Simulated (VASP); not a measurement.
MoS2:

```
Mo S
1.0
     1.58000    0.91221    6.15000
    -1.58000    0.91221    6.15000
     0.00000   -1.82443    6.15000
Mo S
1 2
Direct
  0.00000 0.00000 0.00000
  0.41700 0.41700 0.41700
  0.25000 0.25000 0.25000
```

Measurements of this composition are mostly on another form, of space group No. 194.

Program: VASP 6.6.1. Alike in all runs: task single point; cell as given.

Q: Order these runs on this cell by their pressure, lowest first.
A. level PBE; potentials or basis VASP PAW PBE potentials, release 64 (Mo_sv, S); spin off; k mesh 10 × 10 × 10; cutoff (eV) 900; smearing gaussian 0.05 eV
B. level LDA; potentials or basis VASP PAW LDA potentials, release 64 (Mo_sv, S); spin SOC, no magnetisation; k mesh 9 × 9 × 9; cutoff (eV) 750; smearing gaussian 0.02 eV
C. level RPBE; potentials or basis VASP PAW PBE potentials, release 54 (Mo_sv, S); spin off; k mesh 10 × 10 × 10; cutoff (eV) 520; smearing gaussian 0.05 eV
D. level PBEsol; potentials or basis VASP PAW PBE potentials, release 64 (Mo_sv_GW, S_GW); spin off; k mesh 10 × 10 × 10; cutoff (eV) 550; smearing gaussian 0.1 eV

A: B (-2.2 GPa), D (0.2 GPa), A (5.3 GPa), C (7.8 GPa).

Caveats: the PAW data sets were made with another functional, which shifts forces and pressure a little (some runs).
